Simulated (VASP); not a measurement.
# Sn in VASP: notebook

The runs below take Sn through single point, with PBE.

Program: VASP 6.6.1. These are calculated values, not measurements. Logs are shortened: lines on timing, memory, paths and dates and some standing lists are left out, and cuts for length are marked.

### 1 The cell of the first run

The cell holds a slab with vacuum, 4 atoms: a = 3.214 Å, b = 5.946 Å, c = 17.973 Å, α = 90.00°, β = 90.00°, γ = 90.00°.

The slab is cut from a database's or a generator's crystal, which needn't be the stable form of the element.

### 2 Single point, PBE ((1 0 0) slab, atoms relaxed)

The input, INCAR:

```
PREC = Accurate
ENCUT = 520
EDIFF = 1E-6
ISMEAR = 0
SIGMA = 0.1
LREAL = False
LASPH = True
NELM = 100
ALGO = Fast
ISIF = 2
LWAVE = False
LCHARG = False
LDIPOL = True
IDIPOL = 3
DIPOL = 0.5 0.5 0.500
GGA = PE
NBANDS = 36
```

The input, KPOINTS:

```
regular mesh
0
Gamma
  11 6 1
```

The input, POSCAR:

```
Sn
1.0
    3.2137631472      0.0000000000      0.0000000000
    0.0000000000      5.9459077624      0.0000000000
    0.0000000000      0.0000000000     17.9729538812
Sn
4
Direct
    0.3754746044      0.5000000000      0.4248569222
    0.3745253956      0.0000000000      0.4248569222
   -0.1245243924      0.0000000000      0.5751430778
    0.8745243924      0.5000000000      0.5751430778
```

Potentials or basis: VASP PAW PBE potentials, release 64 (Sn_d).

Launch:

```console
cat potpaw_PBE.64/Sn_d/POTCAR > POTCAR
mpirun -np 1 vasp_std > vasp.out
```

OUTCAR:

```text
PREC = Accurate
   ENCUT = 520
   EDIFF = 1E-6
   ISMEAR = 0
   LREAL = False
   LASPH = True
   NELM = 100
   ISIF = 2
   GGA = PE

 ion  position               nearest neighbor table
   1  0.375  0.500  0.425-   2 2.97   2 2.97   4 3.14   4 3.14
   2  0.375  0.000  0.425-   1 2.97   1 2.97   3 3.14   3 3.14
   3  0.875  0.000  0.575-   4 2.97   4 2.97   2 3.14   2 3.14
   4  0.875  0.500  0.575-   3 2.97   3 2.97   1 3.14   1 3.14

  LATTYP: Found a simple orthorhombic cell.
 ALAT       =     3.2137631472
 B/A-ratio  =     1.8501387595
 C/A-ratio  =     5.5924948598

  Lattice vectors:

 A1 = (   3.2137631472,   0.0000000000,   0.0000000000)
 A2 = (   0.0000000000,   5.9459077624,   0.0000000000)
 A3 = (   0.0000000000,   0.0000000000,  17.9729538812)

Analysis of symmetry for initial positions (statically):
=====================================================================
 Subroutine PRICEL returns:
 Original cell was already a primitive cell.

 Routine SETGRP: Setting up the symmetry group for a
 simple orthorhombic supercell.

 Subroutine GETGRP returns: Found  8 space group operations
 (whereof  2 operations were pure point group operations)
 out of a pool of  8 trial point group operations.

The static configuration has the point symmetry C_1h.
 The point group associated with its full space group is D_2h.

Analysis of symmetry for dynamics (positions and initial velocities):
=====================================================================
 Subroutine PRICEL returns:
 Original cell was already a primitive cell.

 Routine SETGRP: Setting up the symmetry group for a
 simple orthorhombic supercell.

 Subroutine GETGRP returns: Found  8 space group operations
 (whereof  2 operations were pure point group operations)
 out of a pool of  8 trial point group operations.

The dynamic configuration has the point symmetry C_1h.
 The point group associated with its full space group is D_2h.

 Subroutine INISYM returns: Found  8 space group operations
 (whereof  2 operations are pure point group operations),
 and found     1 'primitive' translations

----------------------------------------------------------------------------------------

                                     Primitive cell

  volume of cell :     343.4405

  direct lattice vectors                    reciprocal lattice vectors
     3.213763147  0.000000000  0.000000000     0.311161699  0.000000000  0.000000000
     0.000000000  5.945907762  0.000000000     0.000000000  0.168182898  0.000000000
     0.000000000  0.000000000 17.972953881     0.000000000  0.000000000  0.055639157

  length of vectors
     3.213763147  5.945907762 17.972953881     0.311161699  0.168182898  0.055639157

  position of ions in fractional coordinates (direct lattice)
     0.375474604  0.500000000  0.424856922
     0.374525396  0.000000000  0.424856922
     0.875475608  0.000000000  0.575143078
     0.874524392  0.500000000  0.575143078

  ion indices of the primitive-cell ions
   primitive index   ion index
                 1           1
                 2           2
                 3           3
                 4           4

----------------------------------------------------------------------------------------

 KPOINTS: regular mesh

Automatic generation of k-mesh.
 Grid dimensions read from file:
 generate k-points for:   11    6    1

 Generating k-lattice:

  Cartesian coordinates                     Fractional coordinates (reciprocal lattice)
     0.028287427  0.000000000  0.000000000     0.090909091  0.000000000  0.000000000
     0.000000000  0.028030483  0.000000000     0.000000000  0.166666667  0.000000000
     0.000000000  0.000000000  0.055639157     0.000000000  0.000000000  1.000000000

  Length of vectors
     0.028287427  0.028030483  0.055639157

  Shift w.r.t. Gamma in fractional coordinates (k-lattice)
     0.000000000  0.000000000  0.000000000

 Subroutine IBZKPT returns following result:
 ===========================================

 Found     24 irreducible k-points:

 Following reciprocal coordinates:
            Coordinates               Weight
  0.000000  0.000000  0.000000      1.000000
  0.090909  0.000000  0.000000      2.000000
  0.181818  0.000000  0.000000      2.000000
  0.272727  0.000000  0.000000      2.000000
  0.363636  0.000000  0.000000      2.000000
  0.454545  0.000000  0.000000      2.000000
[... 16 lines left out ...]
  0.363636  0.500000  0.000000      2.000000
  0.454545  0.500000  0.000000      2.000000
   k-points           NKPTS =     24   k-points in BZ     NKDIM =     24   number of bands    NBANDS=     36
   number of dos      NEDOS =    301   number of ions     NIONS =      4
   total plane-waves  NPLWV = 161280
   dimension x,y,z NGX =    24 NGY =   48 NGZ =  140
   dimension x,y,z NGXF=    48 NGYF=   96 NGZF=  280
   ions per type =               4
   NGX,Y,Z   is equivalent  to a cutoff of  12.42, 13.42, 12.95 a.u.
   NGXF,Y,Z  is equivalent  to a cutoff of  24.83, 26.84, 25.90 a.u.
 SYSTEM =  unknown system
   PREC   = accura    normal or accurate (medium, high low for compatibility)
   ISTART =      0    job   : 0-new  1-cont  2-samecut
   ICHARG =      2    charge: 1-file 2-atom 10-const
   ISPIN  =      1    spin polarized calculation?
   LNONCOLLINEAR =      F non collinear calculations
   LSORBIT =      F    spin-orbit coupling
   LASPH  =      T    aspherical Exc in radial PAW
   ENCUT  =  520.0 eV  38.22 Ry    6.18 a.u.   5.98 11.06 33.42*2*pi/ulx,y,z
   NELM   =    100;   NELMIN=  2; NELMDL= -5     # of ELM steps
   EDIFF  = 0.1E-05   stopping-criterion for ELM
   LREAL  =      F    real-space projection
   EDIFFG = 0.1E-04   stopping-criterion for IOM
   NSW    =      0    number of steps for IOM
   IBRION =     -1    ionic relax: 0-MD 1-quasi-New 2-CG
   NFREE  =      0    steps in history (QN), initial steepest desc. (CG)
   ISIF   =      2    stress and relaxation
   ISYM   =      2    0-nonsym 1-usesym 2-fastsym
   POTIM  = 0.5000    time-step for ionic-motion
   TEBEG  =    0.0;   TEEND  =   0.0 temperature during run
   PSTRESS=    0.0 pullay stress
   NELECT =      56.0000    total number of electrons
   NUPDOWN=      -1.0000    fix difference up-down
   EMIN   =  10.00;   EMAX   =-10.00  energy-range for DOS
   EFERMI =   0.00;   METHOD = LEGACY
   ISMEAR =     0;   SIGMA  =   0.10  broadening in eV -4-tet -1-fermi 0-gaus
   EFERMI_NEDOS =   21; number of points for ismear=-14 and -15
   IALGO  =     68    algorithm
   IMIX   =      4    mixing-type and parameters
     AMIX     =   0.40;   BMIX     =  1.00
     AMIX_MAG =   1.60;   BMIX_MAG =  1.00
  volume/ion in A,a.u.               =      85.86       579.41
  Fermi-wavevector in a.u.,A,eV,Ry     =   0.894376  1.690126 10.883425  0.799909
  Thomas-Fermi vector in A             =   2.016574
   LORBIT       =      0    0 simple, 1 ext, 2 COOP (PROOUT), +10 PAW based schemes
   GGA     = PE    functional components
   LHFCALC =     F    Hartree Fock is set to
   AEXX    =    0.0000 exact exchange contribution
   IVDW    =     0    specifies the selected vdW correction
   LEPSILON=     F    determine dielectric tensor
   LRPA    =     F    only Hartree local field effects (RPA)
 non-spin polarized calculation
 RMM-DIIS sequential band-by-band and
 Gauss-broadening in eV      SIGMA  =   0.10
  energy-cutoff  :      520.00
  volume of cell :      343.44
 maximum number of plane-waves:      9300
 NGX is ok and might be reduce to    24
   NGX = 11   NGY = 23   NGZ = 67

 number of electron      56.0000013 magnetization

 dipolmoment           0.000000      0.000000     -0.000000 electrons x Angstroem

 Free energy of the ion-electron system (eV)
  ---------------------------------------------------
  ext. energy  EPLUGINS =         0.00000000
  ---------------------------------------------------
  free energy    TOTEN  =       -14.45482894 eV

  energy without entropy =      -14.44048935  energy(sigma->0) =      -14.44765914

 E-fermi :  -0.0865     XC(G=0):  -4.0304

 val. band max:       -0.1350382157   @ k =   0.2727   0.3333   0.0000
 cond. band min:      -0.0808819385   @ k =   0.4545   0.0000   0.0000
 fundamental gap:      0.0541562772
 Fermi energy:        -0.0864908593

 k-point     1 :       0.0000    0.0000    0.0000
  band No.  band energies     occupation
      1     -21.8436      2.00000
      2     -21.8015      2.00000
      3     -21.6654      2.00000
      4     -21.6639      2.00000
      5     -21.6445      2.00000
      6     -21.6359      2.00000
[... 28 lines left out ...]
     35       4.5490      0.00000
     36       5.9777      0.00000

 k-point     2 :       0.0909    0.0000    0.0000
  band No.  band energies     occupation
      1     -21.8380      2.00000
      2     -21.7922      2.00000
      3     -21.6636      2.00000
      4     -21.6501      2.00000
      5     -21.6465      2.00000
      6     -21.6256      2.00000
[... 28 lines left out ...]
     35       4.6626      0.00000
     36       5.5107      0.00000

 k-point     3 :       0.1818    0.0000    0.0000
  band No.  band energies     occupation
      1     -21.8246      2.00000
      2     -21.7736      2.00000
      3     -21.6592      2.00000
      4     -21.6481      2.00000
      5     -21.6278      2.00000
      6     -21.6098      2.00000
[... 28 lines left out ...]
     35       4.5708      0.00000
     36       4.9098      0.00000
[... 742 lines left out ...]
 k-point    23 :       0.3636    0.5000    0.0000
  band No.  band energies     occupation
      1     -21.6577      2.00000
      2     -21.6577      2.00000
      3     -21.6440      2.00000
      4     -21.6440      2.00000
      5     -21.5770      2.00000
      6     -21.5770      2.00000
[... 28 lines left out ...]
     35       3.6403      0.00000
     36       3.6403      0.00000

 k-point    24 :       0.4545    0.5000    0.0000
  band No.  band energies     occupation
      1     -21.6621      2.00000
      2     -21.6621      2.00000
      3     -21.6563      2.00000
      4     -21.6563      2.00000
      5     -21.5829      2.00000
      6     -21.5829      2.00000
[... 28 lines left out ...]
     35       3.5981      0.00000
     36       3.5981      0.00000

------------------------ aborting loop because EDIFF is reached ----------------------------------------

 vacuum level on the upper side and lower side of the slab       (xc-potential included)        -0.106        -0.106

  FORCE on cell =-STRESS in cart. coord.  units (eV):
  Direction    XX          YY          ZZ          XY          YZ          ZX
  --------------------------------------------------------------------------------------
  -------------------------------------------------------------------------------------
  Total       -0.9676696      3.5385263     -0.1203565      0.0000000      0.0000000      0.0000000
  in kB       -4.5142558     16.5075082     -0.5614727      0.0000000      0.0000000      0.0000000
  external PRESSURE =       3.8105932 kB  Pullay stress =       0.0000000 kB

 VOLUME and BASIS-vectors are now :
 -----------------------------------------------------------------------------
  energy-cutoff  :      520.00
  volume of cell :      343.44
      direct lattice vectors                 reciprocal lattice vectors
     3.213763147  0.000000000  0.000000000     0.311161699  0.000000000  0.000000000
     0.000000000  5.945907762  0.000000000     0.000000000  0.168182898  0.000000000
     0.000000000  0.000000000 17.972953881     0.000000000  0.000000000  0.055639157

 POSITION                                       TOTAL-FORCE (eV/Angst)
 -----------------------------------------------------------------------------------
      1.20669      2.97295      7.63593        -0.001343     -0.000000      0.012801
      1.20364      0.00000      7.63593         0.001343     -0.000000      0.012801
      2.81357      0.00000     10.33702        -0.001343     -0.000000     -0.012801
      2.81051      2.97295     10.33702         0.001343      0.000000     -0.012801
 -----------------------------------------------------------------------------------
    total drift:                               -0.000008      0.000000     -0.000001

  FREE ENERGIE OF THE ION-ELECTRON SYSTEM (eV)
  ---------------------------------------------------
  free  energy   TOTEN  =       -14.4548289383 eV

  energy  without entropy=      -14.4404893482  energy(sigma->0) =      -14.44765914

 vacuum level on the upper side and lower side of the slab         3.704         3.704
```

It took 13 min on 1 thread of AMD EPYC 7R43 (Zen 3), shared host; peak memory 0.48 GiB.

Results:

- Free energy: -14.4548 eV
- Largest force: 0.013 eV/Å
- Band gap on the k mesh: none (metal or under the smearing width)

Forces in eV/Å, atoms in the order of the input:
```
Sn  -0.001  0.000  0.013
Sn   0.001  0.000  0.013
Sn  -0.001  0.000 -0.013
Sn   0.001  0.000 -0.013
```

Levels at points of the mesh, in eV from the Fermi level:
```tsv
k point	band 26	band 27	band 28	band 29	band 30	band 31
(0.00, 0.00, 0.00)	-3.04	-2.68	-0.10	1.06	3.34	3.94
(0.00, 0.50, 0.00)	-2.00	0.24	0.24	1.93	1.93	2.48
```

(Continued in part 2 of 4.)
